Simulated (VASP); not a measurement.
# Settings for Cr: density of states

Cr, Im-3m (no. 229), 1 atom in the cell. PBEsol; PAW potentials Cr_pv (PBE set). VASP 6.6.1.

Wanted: density of states by 0.5 eV bins within 8 %; centre of the states within 12 eV below the valence top within 0.03 eV; states at the Fermi level within 8 %.

What the run is for: density of states; Accuracy asked: standard; k mesh of the density: 14 × 14 × 14.

POSCAR:
```
Cr
1.0
   -1.4844496776      1.4844496776      1.4844496776
    1.4844496776     -1.4844496776      1.4844496776
    1.4844496776      1.4844496776     -1.4844496776
Cr
1
Direct
    0.0000000000      0.0000000000      0.0000000000
```

The series start from Plane-wave cutoff (eV): 300; k-point mesh: 17 × 17 × 17; Energy points (NEDOS): 2001; Occupations for the DOS: ISMEAR=-5; Electronic threshold (eV): 1e-6; Precision mode (PREC): Accurate. Each series keeps the choices made before it, and each single choice may use up half of a tolerance. Times cover all steps of a run.

## Plane-wave cutoff (eV)

| Plane-wave cutoff (eV) | Density of states by 0.5 eV bins, largest deviation against the largest value | Centre of the states within 12 eV below the valence top (eV) | States at the Fermi level (states/eV/atom) | Time (s) |
|---|---|---|---|---|
| 210 | 6.7 % | -2.132 | 0.8147 | 28 |
| 260 | 0.49 % | -2.189 | 0.7425 | 28 |
| 300 | 0.38 % | -2.194 | 0.7382 | 29 |
| 340 | 0.39 % | -2.194 | 0.738 | 34 |
| 420 | 0.25 % | -2.193 | 0.7386 | 61 |
| 520 (reference) | 0 % | -2.192 | 0.7388 | 66 |

Chosen: 260, the loosest value from which every tighter one stays within half of the tolerance.

## k-point mesh

| k-point mesh | Density of states by 0.5 eV bins, largest deviation against the largest value | Centre of the states within 12 eV below the valence top (eV) | States at the Fermi level (states/eV/atom) | Time (s) |
|---|---|---|---|---|
| 7 × 7 × 7 | 14 % | -2.203 | 0.8038 | 15 |
| 9 × 9 × 9 | 7.3 % | -2.203 | 0.7903 | 18 |
| 11 × 11 × 11 | 5.1 % | -2.171 | 0.7696 | 17 |
| 14 × 14 × 14 | 3.8 % | -2.189 | 0.7392 | 20 |
| 17 × 17 × 17 | 2.6 % | -2.189 | 0.7425 | 28 |
| 20 × 20 × 20 | 1.1 % | -2.189 | 0.7566 | 33 |
| 25 × 25 × 25 | 0.31 % | -2.188 | 0.7688 | 51 |
| 30 × 30 × 30 (reference) | 0 % | -2.188 | 0.7694 | 92 |

Chosen: 14 × 14 × 14.

## Energy points (NEDOS)

| Energy points (NEDOS) | Density of states by 0.5 eV bins, largest deviation against the largest value | Centre of the states within 12 eV below the valence top (eV) | States at the Fermi level (states/eV/atom) | Time (s) |
|---|---|---|---|---|
| 301 | 7.3 % | -2.199 | 0.732 | 22 |
| 501 | 0.93 % | -2.196 | 0.7284 | 24 |
| 1001 | 1.1 % | -2.188 | 0.738 | 28 |
| 2001 | 0.6 % | -2.189 | 0.7392 | 20 |
| 4001 (reference) | 0 % | -2.188 | 0.7366 | 28 |

Chosen: 501.

## Occupations for the DOS

| Occupations for the DOS | Density of states by 0.5 eV bins, largest deviation against the largest value | Centre of the states within 12 eV below the valence top (eV) | States at the Fermi level (states/eV/atom) | Time (s) |
|---|---|---|---|---|
| ISMEAR=-5 | 0 % | -2.196 | 0.7284 | 24 |
| ISMEAR=-4 | 0 % | -2.196 | 0.7284 | 28 |
| ISMEAR=0 SIGMA=0.05 | 8.7 % | -2.252 | 1.568 | 20 |
| ISMEAR=0 SIGMA=0.1 | 6.3 % | -2.245 | 0.9642 | 18 |
| ISMEAR=-15 SIGMA=0.025 | 0.2 % | -2.195 | 0.7284 | 30 |
| ISMEAR=1 SIGMA=0.1 | 8.6 % | -2.253 | 1.546 | 20 |

Chosen: ISMEAR=-5; no other choice that stays within half of the tolerance saves 30 % of the time.

## Electronic threshold (eV)

| Electronic threshold (eV) | Density of states by 0.5 eV bins, largest deviation against the largest value | Centre of the states within 12 eV below the valence top (eV) | States at the Fermi level (states/eV/atom) | Time (s) |
|---|---|---|---|---|
| 0.001 | 0.84 % | -2.196 | 0.7276 | 20 |
| 0.0001 | 0.63 % | -2.196 | 0.7286 | 22 |
| 1e-5 | 0.57 % | -2.196 | 0.7284 | 25 |
| 1e-6 (reference) | 0 % | -2.196 | 0.7284 | 24 |

Chosen: 0.001.

## Precision mode (PREC)

| Precision mode (PREC) | Density of states by 0.5 eV bins, largest deviation against the largest value | Centre of the states within 12 eV below the valence top (eV) | States at the Fermi level (states/eV/atom) | Time (s) |
|---|---|---|---|---|
| Normal | 0.14 % | -2.196 | 0.7275 | 19 |
| Accurate (reference) | 0 % | -2.196 | 0.7276 | 20 |

Chosen: Normal.

## All choices together

| Input | Density of states by 0.5 eV bins, largest deviation against the largest value | Centre of the states within 12 eV below the valence top (eV) | States at the Fermi level (states/eV/atom) | Time (s) |
|---|---|---|---|---|
| defaults for smearing, thresholds and mesh (naive) | 20 % | -2.165 | 0.6359 | 14 |
| chosen settings | 3.1 % | -2.196 | 0.7275 | 19 |
| reference settings throughout | 0 % | -2.191 | 0.7693 | 197 |

The tolerance is met.

## The input

INCAR.step1:
```
SYSTEM = Cr
ALGO = Normal
EDIFF = 0.001
ENCUT = 260
GGA = PS
GGA_COMPAT = .FALSE.
ISMEAR = 1
ISPIN = 2
KPAR = 2
LASPH = .TRUE.
LCHARG = .TRUE.
LMAXMIX = 4
LORBIT = 11
LREAL = .FALSE.
LWAVE = .FALSE.
MAGMOM = 3
NBANDS = 26
NELM = 200
PREC = Normal
SIGMA = 0.1
```

INCAR.step2, as INCAR.step1 but for:
```
- ISMEAR = 1
- LCHARG = .TRUE.
- SIGMA = 0.1
+ EMAX = 17.2126
+ EMIN = -4.7874
+ ICHARG = 11
+ ISMEAR = -5
+ LCHARG = .FALSE.
+ NEDOS = 501
```

KPOINTS.step1:
```
k-points
0
Gamma
  14 14 14
```

KPOINTS.step2:
```
Automatic mesh
0
Gamma
  14 14 14
  0 0 0
```

Commands (each step's output is kept before the next begins):
```
cat potpaw_PBE.64/Cr_pv/POTCAR > POTCAR
cp INCAR.step1 INCAR
cp KPOINTS.step1 KPOINTS
mpirun -np 2 vasp_std > vasp.out
cp INCAR.step2 INCAR
cp KPOINTS.step2 KPOINTS
mpirun -np 2 vasp_std > vasp.out
```

The chosen input took VASP 6.6.1 19 s on 2 cores (Intel Xeon Platinum 8259CL @ 2.50GHz (Skylake/Cascade Lake)), a shared host.

## An input that fails: tetrahedra on too few k points

VASP's message: IBZKPT: tetrahedron method fails for NKPT<4. NKPT = 1.

k mesh: 17 × 17 × 17 becomes 1 × 1 × 1.

Changes against the starting input:
```
(step 2)
- NELM = 200
- KPAR = 2
+ NELM = 52
```
